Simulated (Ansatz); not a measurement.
# HfN: the cost of one run

Method: DFT PBE, scalar-relativistic, plane waves, PAW, in Ansatz 0.2.0.

1 further run of the same task is left out (it didn't finish).

### 1 Starting point

Symmetry: P6_3/mmc, No. 194, hexagonal system. Conventional cell: a = 3.134 Å, b = 3.134 Å, c = 5.417 Å, α = 90.00°, β = 90.00°, γ = 120.00°. Hf (site symmetry -6m2) is surrounded by 6 N at 2.26 Å. Around N (site symmetry -3m) lie 6 Hf at 2.26 Å.

Structure file:

```xyz
4
Lattice="3.1339 0.0000 0.0000 -1.5670 2.7140 0.0000 0.0000 0.0000 5.4168" Properties=species:S:1:pos:R:3 pbc="T T T"
Hf    1.5670    0.9047    4.0626
Hf    0.0000    1.8094    1.3542
N     0.0000    0.0000    0.0000
N     0.0000    0.0000    2.7084
```

The structure comes from the Materials Project (structure only).

### 2 Ground state at the listed geometry

input.yaml reads:

```yaml
crystal:
  lattice:
    - [3.1339080219, 0.0, 0.0]
    - [-1.566954011, 2.7140439601, 0.0]
    - [0.0, 0.0, 5.41676772]
  atoms:
    - { symbol: Hf, position: [0.66666667, 0.33333333, 0.75] }
    - { symbol: Hf, position: [0.33333333, 0.66666667, 0.25] }
    - { symbol: "N", position: [0.0, 0.0, 0.0] }
    - { symbol: "N", position: [0.0, 0.0, 0.5] }
basis:
  ecutwfc: 500
  fft_grid_basis: typed
kpoints:
  mp_grid: { grid: [12, 12, 6] }
hamiltonian:
  xc: pbe
scf:
  occupations: { method: gaussian, width: 0.05 }
output:
  forces: true
  stress: true
  eigenvalues: true
  bader: true
  write_density: true
  volumetric_format: npy
  elf: true
```

The run is started by

```bash
> ansatz run input.yaml --threads 2 --pin off --max-ram 4096MiB --backend cpu --events-out ev --progress --plain --runs-dir out
```

Q: Estimate wall time and peak memory on 2 threads of Intel Xeon Platinum 8259CL at 2.50GHz (Skylake/Cascade Lake), shared host.

About 21 s, with a peak of 0.5 GiB.
